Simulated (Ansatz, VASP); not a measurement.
## One calculation of TiB2, two programs

Contents of POSCAR:

```
TiB2
1.0
    2.9882598462      0.0000000000      0.0000000000
   -1.4941299231      2.5879089399      0.0000000000
    0.0000000000      0.0000000000      3.1847676243
Ti B
1 2
Direct
    0.0000000000      0.0000000000      0.0000000000
    0.6666666667      0.3333333333      0.5000000000
    0.3333333333      0.6666666667      0.5000000000
```

Contents of INCAR.step1:

```
ALGO     = Normal         # electronic algorithm
EDIFF    = 1E-4           # SCF threshold, eV
ENCUT    = 520            # plane-wave cutoff, eV
GGA      = PE             # functional
ISMEAR   = -1             # smearing method
LASPH    = T              # aspherical terms in the spheres
LCHARG   = F              # write CHGCAR
LREAL    = F              # projectors in reciprocal space
LWAVE    = T              # write WAVECAR
NBANDS   = 16             # bands
NELM     = 100            # most SCF steps
PREC     = Accurate       # precision mode
SIGMA    = 0.05           # smearing width, eV
```

INCAR.step2

```
ALGO     = Normal         # electronic algorithm
EDIFF    = 1E-6           # SCF threshold, eV
ENCUT    = 520            # plane-wave cutoff, eV
ISIF     = 2              # what is computed and relaxed
ISMEAR   = -1             # smearing method
ISTART   = 1            
LASPH    = T              # aspherical terms in the spheres
LCHARG   = F              # write CHGCAR
LMIXTAU  = T            
LREAL    = F              # projectors in reciprocal space
LWAVE    = F              # write WAVECAR
METAGGA  = R2SCAN         # meta-GGA
NBANDS   = 16             # bands
NELM     = 100            # most SCF steps
PREC     = Accurate       # precision mode
SIGMA    = 0.05           # smearing width, eV
```

KPOINTS

```
k-points
0
Gamma
  10 10 8
```

Contents of input.yaml:

```yaml
crystal:
  lattice:
    - [2.9882598462, 0.0, 0.0]
    - [-1.4941299231, 2.5879089399, 0.0]
    - [0.0, 0.0, 3.1847676243]
  atoms:
    - { symbol: Ti, position: [0.0, 0.0, 0.0] }
    - { symbol: B, position: [0.6666666667, 0.3333333333, 0.5] }
    - { symbol: B, position: [0.3333333333, 0.6666666667, 0.5] }
hamiltonian:
  xc: r2scan
  pseudopotentials: { kind: paw }
kpoints:
  mp_grid: { grid: [10, 10, 8] }
scf:
  occupations: { method: fermi_dirac, width: 0.05 }
output:
  forces: true
  stress: true
  eigenvalues: true
  write_density: true
  write_potential: true
  elf: true
  volumetric_format: npy
```

Alike in both runs: task single point; functional r2SCAN; k mesh 10 × 10 × 8; occupations fermi-dirac, width 0.05 eV; no spin polarisation.

|  | VASP | Ansatz |
| --- | --- | --- |
| version | VASP 6.6.1 | Ansatz 0.2.0 |
| potentials or method | VASP PAW PBE potentials, release 64 (Ti_sv, B) | Ansatz PAW |
| plane-wave cutoff (eV) | 520 | 500 |
| valence electrons in the cell | 18 | 18 |

Ansatz gave:

```
gap on the k mesh at the Fermi level (eV)       : none
pressure (GPa)                                  : 10.3
largest component of the traceless stress (GPa) : 1.22
```

**Question.** Estimate VASP's values.

**Answer.** gap on the k mesh at the Fermi level (eV): none; pressure (GPa): 11.2; largest component of the traceless stress (GPa): 1.12.

A gap of «none» marks a metal or a gap that the smearing closes.

Caveats: the PAW data sets were made with another functional, which shifts forces and pressure a little (VASP); the PAW data sets come from PBE, with cores solved anew for the run's functional, which leaves a small shift of forces and pressure (Ansatz).
